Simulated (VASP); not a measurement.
A VASP 6.6.1 relaxation on SnO2

INCAR

```
LWAVE = .FALSE.
ENCUT = 600
SIGMA = 0.02
IBRION = 2
ISMEAR = -1
NBANDS = 20
ISIF = 3
EDIFF = 1E-7
GGA = CA
PREC = Single
NSW = 40
LASPH = .TRUE.
LCHARG = .FALSE.
EDIFFG = -5E-3
LREAL = .FALSE.
NELM = 120
```

KPOINTS

```
KPOINTS created by Atomic Simulation Environment
0
Gamma
8 8 8
0 0 0
```

POSCAR

```
Sn O
 1.0000000000000000
     0.0000000000000000    2.5720474696209479    2.5720474696209479
     2.5720474696209479   -0.0000000000000000    2.5720474696209479
     2.5720474696209479    2.5720474696209479   -0.0000000000000000
 Sn  O
   1   2
Cartesian
  0.0000000000000000 -0.0000000000000000 -0.0000000000000000
  1.2860237348104737  1.2860237348104737  1.2860237348104737
  3.8580712044314218  3.8580712044314218  3.8580712044314218
```

The recommended LDA PAW datasets give the neutral cell 26 valence electrons.

Command

```
mpirun -np 1 vasp_std
```

OSZICAR

```
N       E                     dE             d eps       ncg     rms          rms(c)
DAV:   1     0.259981589481E+03    0.25998E+03   -0.14739E+04  1252   0.220E+03
DAV:   2     0.490243528124E+01   -0.25508E+03   -0.24045E+03  1260   0.521E+02
DAV:   3    -0.227041635345E+02   -0.27607E+02   -0.27156E+02  1300   0.144E+02
DAV:   4    -0.234844018335E+02   -0.78024E+00   -0.77931E+00  1292   0.252E+01
DAV:   5    -0.235015293642E+02   -0.17128E-01   -0.17126E-01  1420   0.387E+00    0.104E+01
DAV:   6    -0.205170559721E+02    0.29845E+01   -0.10938E+01  1804   0.579E+01    0.395E+00
DAV:   7    -0.204911138862E+02    0.25942E-01   -0.62799E-01  1252   0.604E+00    0.189E+00
DAV:   8    -0.204523822589E+02    0.38732E-01   -0.93609E-02  1304   0.267E+00    0.361E-01
DAV:   9    -0.204485891490E+02    0.37931E-02   -0.11113E-02  1844   0.132E+00    0.731E-02
DAV:  10    -0.204486672360E+02   -0.78087E-04   -0.89021E-04  1340   0.347E-01    0.292E-02
...
DAV:   5    -0.205208853949E+02    0.12749E-06   -0.86183E-07  1236   0.841E-03    0.628E-04
DAV:   6    -0.205208853592E+02    0.35789E-07   -0.34054E-08   660   0.219E-03
   5 F= -.20520885E+02 E0= -.20520885E+02  d E =-.778320E-06
       N       E                     dE             d eps       ncg     rms          rms(c)
DAV:   1    -0.205209185520E+02   -0.33157E-04   -0.64928E-04  1512   0.472E-01    0.365E-02
DAV:   2    -0.205208939473E+02    0.24605E-04   -0.54775E-05  1528   0.108E-01    0.128E-02
DAV:   3    -0.205208892805E+02    0.46668E-05   -0.78232E-06  1484   0.771E-02    0.384E-03
DAV:   4    -0.205208887153E+02    0.56519E-06   -0.14029E-06  1740   0.285E-02    0.654E-04
DAV:   5    -0.205208886824E+02    0.32863E-07   -0.20005E-07   948   0.409E-03
   6 F= -.20520889E+02 E0= -.20520888E+02  d E =-.410159E-05
```

From OUTCAR

```
k-points           NKPTS =     29   k-points in BZ     NKDIM =     29   number of bands    NBANDS=     20

   NELECT =      26.0000    total number of electrons

   dimension x,y,z NGX =    30 NGY =   30 NGZ =   30
   dimension x,y,z NGXF=    30 NGYF=   30 NGZF=   30

  energy-cutoff  :      600.00
  volume of cell :       32.10
      direct lattice vectors                 reciprocal lattice vectors
    -0.000000000  2.522386129  2.522386129    -0.198225004  0.198225004  0.198225004
     2.522386129  0.000000000  2.522386129     0.198225004 -0.198225004  0.198225004
     2.522386129  2.522386129 -0.000000000     0.198225004  0.198225004 -0.198225004

 k-points in reciprocal lattice and weights: KPOINTS created by Atomic Simulation Env
   0.00000000  0.00000000  0.00000000       0.002
   0.12500000  0.00000000  0.00000000       0.016
   0.25000000  0.00000000  0.00000000       0.016
   0.37500000  0.00000000  0.00000000       0.016
   0.50000000  0.00000000  0.00000000       0.008
   0.12500000  0.12500000  0.00000000       0.012
   0.25000000  0.12500000  0.00000000       0.047
   0.37500000  0.12500000  0.00000000       0.047
   ...

 E-fermi :   8.1332

 k-point     1 :       0.0000    0.0000    0.0000
  band No.  band energies     occupation
      1     -12.5087      2.00000
      2     -12.5087      2.00000
      3     -12.5087      2.00000
      4     -12.3245      2.00000
      5     -12.3245      2.00000
      6     -11.7306      2.00000
      7      -7.4808      2.00000
      8       4.9489      2.00000
      9       4.9490      2.00000
     10       4.9490      2.00000
     11       6.4818      2.00000
     12       6.4819      2.00000
     13       6.4819      2.00000
     14       8.2870      0.00092
     15      14.8314      0.00000
     16      14.8314      0.00000
     17      14.8314      0.00000
     18      21.0999      0.00000
     19      23.1246      0.00000
     20      23.1246      0.00000

 k-point     2 :       0.1250    0.0000    0.0000
  band No.  band energies     occupation
      1     -12.5794      2.00000
      2     -12.4949      2.00000
      3     -12.4949      2.00000
      4     -12.3251      2.00000
      5     -12.3251      2.00000
      6     -11.5527      2.00000
      7      -7.4692      2.00000
      8       4.3485      2.00000
      9       4.8553      2.00000
     10       4.8553      2.00000
     11       5.6140      2.00000
     12       6.3723      2.00000
     13       6.3723      2.00000
     14       9.5887      0.00000
     15      14.6977      0.00000
     16      15.2364      0.00000
     17      15.2364      0.00000
     18      22.1950      0.00000
     19      23.1711      0.00000
     20      23.1711      0.00000

 k-point     3 :       0.2500    0.0000    0.0000
  band No.  band energies     occupation
      1     -12.7692      2.00000
      2     -12.4683      2.00000
      3     -12.4682      2.00000
      4     -12.3190      2.00000
      5     -12.3190      2.00000
      6     -10.9938      2.00000
      7      -7.5814      2.00000
      8       3.0913      2.00000
      9       4.6476      2.00000
     10       4.6477      2.00000
     11       4.7881      2.00000
     12       6.1106      2.00000
     13       6.1107      2.00000
     14      11.2920      0.00000
     15      14.8407      0.00000
     16      16.3037      0.00000
     17      16.3037      0.00000
     18      23.2752      0.00000
     19      23.2752      0.00000
     20      23.9626      0.00000

 ...

  Total        0.0025286      0.0025286      0.0025286      0.0000000      0.0000000      0.0000000
  in kB        0.1262205      0.1262205      0.1262205      0.0000000      0.0000000      0.0000000
  external PRESSURE =       0.1262205 kB  Pullay stress =       0.0000000 kB

 POSITION                                       TOTAL-FORCE (eV/Angst)
 -----------------------------------------------------------------------------------
      2.52239      2.52239     -0.00000        -0.000000      0.000000     -0.000000
      1.26119      1.26119      1.26119        -0.000000      0.000000      0.000000
      3.78358      3.78358      3.78358         0.000000     -0.000000      0.000000
 -----------------------------------------------------------------------------------
    total drift:                                0.000000      0.000000      0.000000

  FREE ENERGIE OF THE ION-ELECTRON SYSTEM (eV)
  ---------------------------------------------------
  free  energy   TOTEN  =       -20.5208886824 eV

  energy  without entropy=      -20.5208879771  energy(sigma->0) =      -20.52088833
```

```csv
ionic step,ΔE (meV/atom),volume (Å³),largest force (eV/Å),pressure (GPa),electronic steps
1,0.0,34.03,0.000,-11.29,13
2,4.2,30.24,0.000,15.55,9
3,-24.1,32.12,0.000,-0.18,9
4,-24.1,32.08,0.000,0.09,6
5,-24.1,32.11,0.000,-0.09,6
6,-24.1,32.10,0.000,0.01,5
```

It converged. Results: relaxed cell vector lengths 3.567, 3.567, 3.567 Å; relaxed cell volume 32.10 Å³.

For comparison, a separate LDA relaxation on usual settings, not on those above, ends at 32.10 Å³.

The run above took about 38 s on one core of a shared host (Intel Xeon 6975P-C) and held 0.14 GiB at most.
